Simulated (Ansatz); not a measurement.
ZrO2 (fluorite)

```xyz
6
Lattice="0.0000 5.1159 5.1159 2.5579 0.0000 2.5579 2.5579 2.5579 0.0000" Properties=species:S:1:pos:R:3 pbc="T T T"
Zr     0.0000     0.0000     0.0000
Zr     0.0000     2.5579     2.5579
O      1.2790     1.2790     1.2790
O      1.2790     3.8369     3.8369
O      3.8369     3.8369     3.8369
O      3.8369     6.3948     6.3948
```

Scan: atom 3 (O, nearest neighbour Zr at 2.215 Å; its periodic images, 3.6 Å or more away, move with it) is displaced towards the nearest neighbour, direction (-0.577, -0.577, -0.577) in Cartesian axes, by s. The other atoms stay.

Level of theory: PBE (plane waves to 420 eV, PAW, scalar-relativistic; Ansatz, an electronic-structure program). k mesh 9×9×9 (Γ-centred), Fermi-Dirac smearing 0.05 eV. The energy includes the smearing's −TS. Left out: 1 of 11 points, with atoms too close for the PAW data. The PAW data are Ansatz's earlier set. This is a high-temperature form of ZrO2. ZrO2 is run without spin polarisation. ZrO2 was relaxed with its symmetry unable to fall. The zero of ΔE is the undisplaced structure.

| s (Å) | ΔE (meV/cell) |
|---|---|
| -0.440 | 742 |
| -0.352 | 506 |
| -0.264 | 303 |
| -0.176 | 144 |
| -0.088 | 39 |
| 0.000 | 0 |
| 0.088 | 45 |
| 0.176 | withheld |
| 0.264 | 477 |
| 0.352 | 930 |

Fit a polynomial form (powers 2, 3, 4) to the given rows and predict ΔE at s = 0.176.

Least squares on the 9 given rows: ΔE = (5424)·s² + (4863)·s³ + (2865)·s⁴, in meV/cell with s in Å; root-mean-square residual 1.8 meV/cell. At 0.176 the fit gives 197 meV/cell; the calculation gives 194 meV/cell, so the interpolation is off by 3 (+1.5 %). The quadratic term alone would give 168 meV/cell.

(For displaced atoms, the force is minus the slope of the energy, and its curvature is a force constant, which sets phonon frequencies.)
